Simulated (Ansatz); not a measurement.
## MoS2: an elastic constant from a strain scan

All numbers below come from Ansatz 0.2.0, DFT PBE+D3(BJ), scalar-relativistic, plane waves, PAW. Settings: plane waves to 420 eV, k-mesh 12×12×12 (Γ-centred), Gaussian smearing 0.05 eV. No spin polarisation. Energies are free energies at this smearing, counted from the undisturbed cell; pressure is positive in compression.

The undisturbed cell (relaxed at this level):

```yaml
crystal:
  lattice:
    - [1.57647, 0.91018, 5.99653]
    - [-1.57647, 0.91018, 5.99653]
    - [0.00000, -1.82036, 5.99653]
  atoms:
    - { symbol: Mo, position: [0.00002, 0.00002, 0.00002] }
    - { symbol: S, position: [0.75356, 0.75356, 0.75356] }
    - { symbol: S, position: [0.57972, 0.57972, 0.57972] }
```

The cell is strained by ε times the Voigt pattern (1, 1, 0, 0, 0, 0) (xx, yy, zz, yz, xz, xy; engineering shear) with fractional coordinates fixed. The cell holds 3 atoms in V0 = 51.63 Å³. The stress column is τ = (1/V0) dE/dε, got from the stress tensor σ (compression positive) at each point as −det(1 + εP) σ : P(1 + εP)⁻¹, with P the pattern as a tensor.

```
      ε  ΔE (meV/atom)   τ (GPa)
-0.1000        489.246  -103.263
-0.0750        257.593   -70.235
-0.0500        107.315   -42.516
-0.0250         25.209   -19.338
 0.0000          0.000    -0.035
 0.0250         22.073    15.966
 0.0500         83.227    29.149
 0.0750        176.456    39.920
 0.0875        233.192    44.513
 0.1000              ?         ?
```

**Question.** Which combination of elastic constants does this scan measure, and how large is it?

**Answer.** For small ε, τ = τ0 + Kε with K = pᵀCp, which for this pattern is C11 + C22 + 2 C12 in the Cartesian frame shown. The parabola through τ at ε = -0.0250, 0 and 0.0250 has slope K = 706 GPa at zero. The energies per cell, E = NΔE, of the same two points give K = 2[E(ε₊)/ε₊ − E(ε₋)/ε₋]/[(ε₊ − ε₋)V0] = 704 GPa, in agreement. These are clamped-ion values.

**Question.** Predict the withheld row at ε = 0.1000 from the harmonic law, and compare.

**Answer.** ΔE = V0(τ0 ε + Kε²/2)/N = 378.822 meV/atom and τ = 70.57 GPa. The calculation gives 295.765 meV/atom and 48.62 GPa: the energy lies 22 % below the harmonic value, as bonds soften when stretched.

Forces appear on the atoms along this scan, and letting them relax would lower the energy and soften the response.

Cost: 10 runs of about 1.3 core-minutes in all, on Intel Xeon 6975P-C (Granite Rapids) (shared hosts).